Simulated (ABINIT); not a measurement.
Input of an ABINIT 10.8.3 (patched build) run:

run.abi

```
# Datasets: ground state, then fixed potential
ndtset 2

# Pseudopotentials
pp_dirpath "./"
pseudos "In.GGA_PBE-JTH_sp.xml, As.GGA_PBE-JTH_sp.xml"

# Structure
acell 8.0655335175 8.0655335175 8.0655335175
rprim
     0.0000000000     0.7071067812     0.7071067812
     0.7071067812     0.0000000000     0.7071067812
     0.7071067812     0.7071067812     0.0000000000
ntypat 2
znucl 49 33
natom 2
typat 1 2
xred
     0.0000000000     0.0000000000     0.0000000000
     0.7500000000     0.7500000000     0.7500000000

# Plane-wave basis
ecut 15.0
pawecutdg 30.0

# Exchange and correlation
ixc -116133

# Bands and occupations
occopt 3
tsmear 0.00183747

# Spin
nspinor 2
nspden 1
pawspnorb 1

# SCF cycle
nstep 100

# Output
iomode 3
prtwf 0
prteig 0
prtebands 0
prtden1 1

# Dataset 1
kptopt1 4
ngkpt1 8 8 8
nshiftk1 1
shiftk1 0.0 0.0 0.0
nband1 16
tolvrs1 1.0e-9

# Dataset 2: bands along G-X-W-K-G-L-U-W-L-K
iscf2 -2
getden2 1
nband2 24
nbdbuf2 2
tolwfr2 1.0e-12
kptopt2 -9
ndivsm2 8
prteig2 1
prtvol2 -3
kptbounds2
     0.0000000000     0.0000000000     0.0000000000
     0.5000000000     0.0000000000     0.5000000000
     0.5000000000     0.2500000000     0.7500000000
     0.3750000000     0.3750000000     0.7500000000
     0.0000000000     0.0000000000     0.0000000000
     0.5000000000     0.5000000000     0.5000000000
     0.6250000000     0.2500000000     0.6250000000
     0.5000000000     0.2500000000     0.7500000000
     0.5000000000     0.5000000000     0.5000000000
     0.3750000000     0.3750000000     0.7500000000
```

Potentials or basis: JTH PAW PBE v2.0 sp.

Command:

```sh
$ abinit run.abi > log 2>&1
```

Problem. What does it give for the band gap on the k mesh?

Solution. None (metal or under the smearing width).

Levels at the corners of the path, in eV from the Fermi level:
```
point  band 5  band 6  band 7  band 8  band 9  band 10  band 11  band 12
    Γ   -0.30   -0.30   -0.01   -0.01   -0.01    -0.01     3.47     3.47
    X   -2.49   -2.49   -2.48   -2.48    1.31     1.31     1.88     1.88
    W   -3.22   -3.12   -3.12   -3.00    4.03     4.13     4.18     4.24
    K   -3.49   -3.48   -2.11   -2.11    1.91     1.92     4.14     4.19
    Γ   -0.30   -0.30   -0.01   -0.01   -0.01    -0.01     3.47     3.47
    L   -1.27   -1.27   -1.01   -1.01    0.81     0.81     4.45     4.45
    U   -3.49   -3.48   -2.11   -2.11    1.91     1.92     4.14     4.19
    W   -3.22   -3.12   -3.12   -3.00    4.03     4.13     4.18     4.24
    L   -1.27   -1.27   -1.01   -1.01    0.81     0.81     4.45     4.45
    K   -3.49   -3.48   -2.11   -2.11    1.91     1.92     4.14     4.19
```

Caveat: this set keeps more shells in the core, which shifts pressures and gaps; this crystal is a semiconductor, whose small gap the functional closes, so the metal is an error of the method; the atomic spheres overlap.

**What was measured.**

From a printed reference work, data compilation, for a bulk crystal of InAs at 4.2 K: band gap 0.418 eV (direct).

Against the measured gap of InAs, 0.418 eV (direct; 4.2 K; a printed reference work, data compilation), the calculated 0.00 eV is off by -0.42 eV. The value is that of PBEsol on a finite k mesh, which can miss the band edges, without temperature or zero-point motion. Semilocal functionals fall short of measured gaps as a rule.
